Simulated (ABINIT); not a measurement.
# W (Im-3m) in ABINIT: further runs

The runs below take W through single point, with LDA.

Program: ABINIT 10.8.3 (patched build). These are calculated values, not measurements. Logs are shortened: lines on timing, memory, paths and dates and some standing lists are left out, and cuts for length are marked. The log counts tension as positive stress, the text compression.

**1. Starting point**

It takes space group Im-3m (No. 229, cubic). Conventional cell: a = 3.165 Å, b = 3.165 Å, c = 3.165 Å, α = 90.00°, β = 90.00°, γ = 90.00°. Around W (site symmetry m-3m) lie 8 W at 2.74 Å.

**2. Single point, LDA**

Input file run.abi:

```
# Pseudopotentials
pp_dirpath "./"
pseudos "W.LDA_PW-JTH.xml"

# Structure
acell 3*1.0 Angstrom
rprim
    -1.5823450000     1.5823450000     1.5823450000
     1.5823450000    -1.5823450000     1.5823450000
     1.5823450000     1.5823450000    -1.5823450000
ntypat 1
znucl 74
natom 1
typat 1
xred
     0.0000000000     0.0000000000     0.0000000000

# Plane-wave basis
ecut 15.0
pawecutdg 30.0

# k points
kptopt 1
ngkpt 5 5 5
nshiftk 1
shiftk 0.0 0.0 0.0

# Exchange and correlation
ixc 7

# Bands and occupations
nband 11
occopt 3
tsmear 0.05 eV

# SCF cycle
nstep 100
tolvrs 1.0e-9

# Output
iomode 3
prtwf 0
prtden 0
prteig 0
prtebands 0
```

Potentials or basis: JTH PAW LDA v2.0.

Launch:

```console
$ abinit run.abi > log 2>&1
```

run.abo:

```text
.Version 10.8.3 of ABINIT
 Symmetries : space group Im -3 m (#229); Bravais cI (body-center cubic)
================================================================================
 Values of the parameters that define the memory need of the present run
     intxc =       0    ionmov =       0      iscf =      17    lmnmax =      18
     lnmax =       6     mgfft =      20  mpssoang =       3    mqgrid =    3001
     natom =       1  nloc_mem =       2    nspden =       1   nspinor =       1
    nsppol =       1      nsym =      48    n1xccc =       1    ntypat =       1
    occopt =       3   xclevel =       1
       mpw =         305          nfft =        8000          nkpt =          10
 PAW method is used; the additional fine FFT grid is defined by:
   mgfftf=        27    nfftf =     19683
================================================================================
================================================================================

--------------------------------------------------------------------------------
------------- Echo of variables that govern the present computation ------------
--------------------------------------------------------------------------------
 -outvars: echo values of preprocessed input variables --------
            acell      1.8897261259E+00  1.8897261259E+00  1.8897261259E+00 Bohr
              amu      1.83850000E+02
             ecut      1.50000000E+01 Hartree
              ixc           7
         kptrlatt        5    0    0      0    5    0      0    0    5
          kptrlen      2.58958803E+01
            natom           1
            nband          11
            ngfft          20      20      20
          ngfftdg          27      27      27
             nkpt          10
            nstep         100
             nsym          48
           ntypat           1
           occopt           3
        pawecutdg      3.00000000E+01 Hartree
           prtden           0
        prtebands           0
           prteig           0
            prtwf           0
            rprim     -1.5823450000E+00  1.5823450000E+00  1.5823450000E+00
                       1.5823450000E+00 -1.5823450000E+00  1.5823450000E+00
                       1.5823450000E+00  1.5823450000E+00 -1.5823450000E+00
          spgroup         229
           tolvrs      1.00000000E-09
           tsmear      1.83746611E-03 Hartree
            typat      1
           useylm           1
            znucl       74.00000

================================================================================

 chkinp: Checking input parameters for consistency.

================================================================================
== DATASET  1 ==================================================================

--- !DatasetInfo
iteration_state: {dtset: 1, }
dimensions: {natom: 1, nkpt: 10, mband: 11, nsppol: 1, nspinor: 1, nspden: 1, mpw: 305, }
cutoff_energies: {ecut:  15.0, pawecutdg:  30.0, }
electrons: {nelect:   1.40000000E+01, charge:   0.00000000E+00, occopt:   3.00000000E+00, tsmear:   1.83746611E-03, }
meta: {optdriver: 0, ionmov: 0, optcell: 0, iscf: 17, paral_kgb: 0, }
...

 Exchange-correlation functional for the present dataset will be:
  LDA: Perdew-Wang 92 LSD fit to Ceperley-Alder data - ixc=7
  J.P.Perdew and Y.Wang, PRB 45, 13244 (1992)

 Real(R)+Recip(G) space primitive vectors, cartesian coordinates (Bohr,Bohr^-1):
 R(1)= -2.9901987  2.9901987  2.9901987  G(1)=  0.0000000  0.1672130  0.1672130
 R(2)=  2.9901987 -2.9901987  2.9901987  G(2)=  0.1672130  0.0000000  0.1672130
 R(3)=  2.9901987  2.9901987 -2.9901987  G(3)=  0.1672130  0.1672130  0.0000000
 Unit cell volume ucvol=  1.0694491E+02 bohr^3
 Angles (23,13,12)=  1.09471221E+02  1.09471221E+02  1.09471221E+02 degrees

 Coarse grid specifications (used for wave-functions):

 getcut: wavevector=  0.0000  0.0000  0.0000  ngfft=  20  20  20
         ecut(hartree)=     15.000   => boxcut(ratio)=   2.22045

 getcut : COMMENT -
  Note that boxcut > 2.2 ; recall that boxcut=Gcut(box)/Gcut(sphere) = 2
  is sufficient for exact treatment of convolution.
  Such a large boxcut is a waste : you could raise ecut
  e.g. ecut=   18.489044 Hartrees makes boxcut=2

 Fine grid specifications (used for densities):

 getcut: wavevector=  0.0000  0.0000  0.0000  ngfft=  27  27  27
         ecut(hartree)=     30.000   => boxcut(ratio)=   2.03905

--- Pseudopotential description ------------------------------------------------
- pspini: atom type   1  psp file is ./W.LDA_PW-JTH.xml
 Pseudopotential format is: paw10
 basis_size (lnmax)=  6 (lmn_size= 18), orbitals=   0   0   1   1   2   2
 Spheres core radius: rc_sph= 2.41188978
 Shapefunction is BESSEL type: shapef(r,l)=aa(1,l)*jl(q(1,l)*r)+aa(2,l)*jl(q(2,l)*r)
 Radius for shape functions =  2.10354610
 Compensation charge density is not taken into account in XC energy/potential

   6.47990102E+02                                ecore*ucvol(ha*bohr**3)
--------------------------------------------------------------------------------

================================================================================

--- !BeginCycle
iteration_state: {dtset: 1, }
solver: {iscf: 17, nstep: 100, nline: 4, wfoptalg: 10, }
tolerances: {tolvrs: 1.00E-09, }
...

     iter   Etot(hartree)      deltaE(h)  residm     nres2
 ETOT  1  -67.455663542543    -6.746E+01 8.220E+00 4.059E+00
 ETOT  2  -69.362861660133    -1.907E+00 4.689E-02 4.459E+00
 ETOT  3  -69.345439480452     1.742E-02 3.113E-02 1.337E+00
 ETOT  4  -69.337897886791     7.542E-03 2.542E-03 1.021E-02
 ETOT  5  -69.338279523651    -3.816E-04 4.600E-05 1.244E-03
 ETOT  6  -69.338272388556     7.135E-06 1.073E-04 4.437E-04
 ETOT  7  -69.338271378557     1.010E-06 2.721E-05 6.333E-06
 ETOT  8  -69.338271549803    -1.712E-07 1.283E-04 1.305E-05
 ETOT  9  -69.338271496830     5.297E-08 2.581E-05 1.844E-07
 ETOT 10  -69.338271498601    -1.771E-09 1.256E-04 3.487E-08
 ETOT 11  -69.338271498380     2.213E-10 1.179E-05 1.988E-09
 ETOT 12  -69.338271498375     5.144E-12 6.649E-05 4.514E-10

 At SCF step   12       nres2   =  4.51E-10 < tolvrs=  1.00E-09 =>converged.

 Cartesian components of stress tensor (hartree/bohr^3)
  sigma(1 1)=  3.58936088E-04  sigma(3 2)=  0.00000000E+00
  sigma(2 2)=  3.58936088E-04  sigma(3 1)=  0.00000000E+00
  sigma(3 3)=  3.58936088E-04  sigma(2 1)=  0.00000000E+00

--- !ResultsGS
iteration_state: {dtset: 1, }
comment   : Summary of ground state results
lattice_vectors:
- [ -2.9901987,   2.9901987,   2.9901987, ]
- [  2.9901987,  -2.9901987,   2.9901987, ]
- [  2.9901987,   2.9901987,  -2.9901987, ]
lattice_lengths: [   5.17918,    5.17918,    5.17918, ]
lattice_angles: [109.471, 109.471, 109.471, ] # degrees, (23, 13, 12)
lattice_volume:   1.0694491E+02
convergence: {deltae:  5.144E-12, res2:  4.514E-10, residm:  6.649E-05, diffor: null, }
etotal    :  -6.93382715E+01
entropy   :   0.00000000E+00
fermie    :   3.43788071E-01
cartesian_stress_tensor: # hartree/bohr^3
- [  3.58936088E-04,   0.00000000E+00,   0.00000000E+00, ]
- [  0.00000000E+00,   3.58936088E-04,   0.00000000E+00, ]
- [  0.00000000E+00,   0.00000000E+00,   3.58936088E-04, ]
pressure_GPa:  -1.0560E+01
xred      :
- [  0.0000E+00,   0.0000E+00,   0.0000E+00,  W]
cartesian_forces: # hartree/bohr
- [ -0.00000000E+00,  -0.00000000E+00,  -0.00000000E+00, ]
force_length_stats: {min:   0.00000000E+00, max:   0.00000000E+00, mean:   0.00000000E+00, }
...

 Integrated electronic density in atomic spheres:
 ------------------------------------------------
 Atom  Sphere_radius  Integrated_density
    1        2.41189         11.77579587

================================================================================

 ----iterations are completed or convergence reached----

 Mean square residual over all n,k,spin=   60.442E-08; max=  66.486E-06
 reduced coordinates (array xred) for    1 atoms
       0.000000000000      0.000000000000      0.000000000000
 rms dE/dt=  0.0000E+00; max dE/dt=  0.0000E+00; dE/dt below (all hartree)
    1       0.000000000000      0.000000000000      0.000000000000

 cartesian coordinates (angstrom) at end:
    1      0.00000000000000     0.00000000000000     0.00000000000000

 cartesian forces (hartree/bohr) at end:
    1     -0.00000000000000    -0.00000000000000    -0.00000000000000
 frms,max,avg= 0.0000000E+00 0.0000000E+00   0.000E+00  0.000E+00  0.000E+00 h/b

 cartesian forces (eV/Angstrom) at end:
    1     -0.00000000000000    -0.00000000000000    -0.00000000000000
 frms,max,avg= 0.0000000E+00 0.0000000E+00   0.000E+00  0.000E+00  0.000E+00 e/A
 length scales=  1.889726125908  1.889726125908  1.889726125908 bohr
              =  1.000000000000  1.000000000000  1.000000000000 angstroms
 Fermi (or HOMO) energy (hartree) =   0.34379   Average Vxc (hartree)=  -0.49394
 Eigenvalues (hartree) for nkpt=  10  k points:
 kpt#   1, nband= 11, wtk=  0.00800, kpt=  0.0000  0.0000  0.0000 (reduced coord)
  -2.37262   -1.03252   -1.03252   -1.03252    0.00169    0.30815    0.30815    0.30815
   0.43480    0.43480    0.90253
      occupation numbers for kpt#   1
   2.00000    2.00000    2.00000    2.00000    2.00000    2.00000    2.00000    2.00000
   0.00000    0.00000    0.00000
 prteigrs : prtvol=0 or 1, do not print more k-points.

--- !EnergyTerms
iteration_state     : {dtset: 1, }
comment             : Components of total free energy in Hartree
kinetic             :  6.80540312602629E+00
hartree             :  9.98868916183545E+00
xc                  : -7.61814949628764E+00
Ewald energy        : -5.96356489015692E+01
psp_core            :  6.05910169741416E+00
local_psp           : -2.81252098267679E+01
PAW spherical_terms :  3.18763500053883E+00
internal            : -6.93381792388099E+01
'-kT*entropy'       : -1.01329442708309E-04
total_energy        : -6.93382805682527E+01
total_energy_eV     : -1.88679073417492E+03
...

--- !EnergyTermsDC
iteration_state     : {dtset: 1, }
comment             : '"Double-counting" decomposition of free energy'
band_energy         : -9.67998852009253E+00
Ewald energy        : -5.96356489015692E+01
psp_core            :  6.05910169741416E+00
xc_dc               : -1.33041504331894E+01
PAW spherical_terms :  7.22251598850473E+00
internal            : -6.93381701689322E+01
'-kT*entropy'       : -1.01329442708309E-04
total_energy_dc     : -6.93382714983750E+01
total_energy_dc_eV  : -1.88679048737098E+03
...

--- !EnergyTermsWithPAWCore
iteration_state     : {dtset: 1, }
comment             : 'Components of total free energy, including PAW core contributions'
Total energy        : -1.61335595746895E+04
Total energy DC     : -1.61335595656196E+04
Total energy (eV)   : -4.39016521109420E+05
Total energy DC (eV): -4.39016520862616E+05
...

 Cartesian components of stress tensor (hartree/bohr^3)
  sigma(1 1)=  3.58936088E-04  sigma(3 2)=  0.00000000E+00
  sigma(2 2)=  3.58936088E-04  sigma(3 1)=  0.00000000E+00
  sigma(3 3)=  3.58936088E-04  sigma(2 1)=  0.00000000E+00

-Cartesian components of stress tensor (GPa)         [Pressure= -1.0560E+01 GPa]
- sigma(1 1)=  1.05602643E+01  sigma(3 2)=  0.00000000E+00
- sigma(2 2)=  1.05602643E+01  sigma(3 1)=  0.00000000E+00
- sigma(3 3)=  1.05602643E+01  sigma(2 1)=  0.00000000E+00

== END DATASET(S) ==============================================================
================================================================================

 -outvars: echo values of variables after computation  --------
            acell      1.8897261259E+00  1.8897261259E+00  1.8897261259E+00 Bohr
           etotal     -6.9338271498E+01
            fcart     -0.0000000000E+00 -0.0000000000E+00 -0.0000000000E+00
            rprim     -1.5823450000E+00  1.5823450000E+00  1.5823450000E+00
                       1.5823450000E+00 -1.5823450000E+00  1.5823450000E+00
                       1.5823450000E+00  1.5823450000E+00 -1.5823450000E+00
           strten      3.5893608779E-04  3.5893608779E-04  3.5893608779E-04
                       0.0000000000E+00  0.0000000000E+00  0.0000000000E+00
 Calculation completed.
```

Run time: 1.7 s. Hardware: 1 thread of Arm Neoverse V2, shared host; peak memory 0.11 GiB.

Results:

```yaml
Free_energy: -1886.7905 eV
Band_gap_on_the_k_mesh: none (metal or under the smearing width)
Valence_electrons_inside_the_program's_atomic_spheres: W 11.78 (radii [1.2763] Å)
```

Caveat: the k mesh is coarse (spacing up to 0.56 Å⁻¹), so the values aren't converged; the cutoff is too short for stress, so the log's stress isn't used.

**3. Single point, LDA**

Input file run.abi:

```
# Pseudopotentials
pp_dirpath "./"
pseudos "W.LDA_PW-JTH.xml"

# Structure
acell 3*1.0
rprim
    -2.9901986847     2.9901986847     2.9901986847
     2.9901986847    -2.9901986847     2.9901986847
     2.9901986847     2.9901986847    -2.9901986847
ntypat 1
znucl 74
natom 1
typat 1
xcart
     0.0000000000     0.0000000000     0.0000000000 Angstrom

# Plane-wave basis
ecut 15.0
pawecutdg 30.0

# k points
kptopt 1
ngkpt 10 10 10
nshiftk 1
shiftk 0.0 0.0 0.0

# Exchange and correlation
ixc 7

# Bands and occupations
nband 11
occopt 3
tsmear 0.00183747

# SCF cycle
nstep 100
tolvrs 1.0e-9

# Output
iomode 3
prtwf 0
prtden 0
prteig 0
prtebands 0
enunit 2
```

Potentials or basis: JTH PAW LDA v2.0.

Launch:

```console
$ abinit run.abi > log 2>&1
```

Run time: 4.2 s. Hardware: 1 thread of Arm Neoverse V2, shared host; peak memory 0.11 GiB.

It converged, with:

| Quantity | Value |
| --- | --- |
| Free energy | -1886.7375 eV |
| Band gap on the k mesh | none (metal or under the smearing width) |
| Valence electrons inside the program's atomic spheres | W 11.78 (radii [1.2763] Å) |

Levels at points of the mesh, in eV from the Fermi level:
```
           k point  band 4  band 5  band 6  band 7  band 8  band 9  band 10  band 11
(0.00, 0.00, 0.00)  -37.86   -9.73   -1.39   -1.39   -1.39    2.06     2.06    14.78
(0.50, 0.00, 0.00)  -37.87   -6.39   -3.71    0.68    1.96    2.93     6.00    10.87
(0.50, 0.50, 0.50)  -38.76   -5.96   -5.96    5.01    5.01    5.01     8.23     8.23
```

Caveat: the cutoff is too short for stress, so the log's stress isn't used. The run has no spin-orbit coupling, so splittings on W are missing.
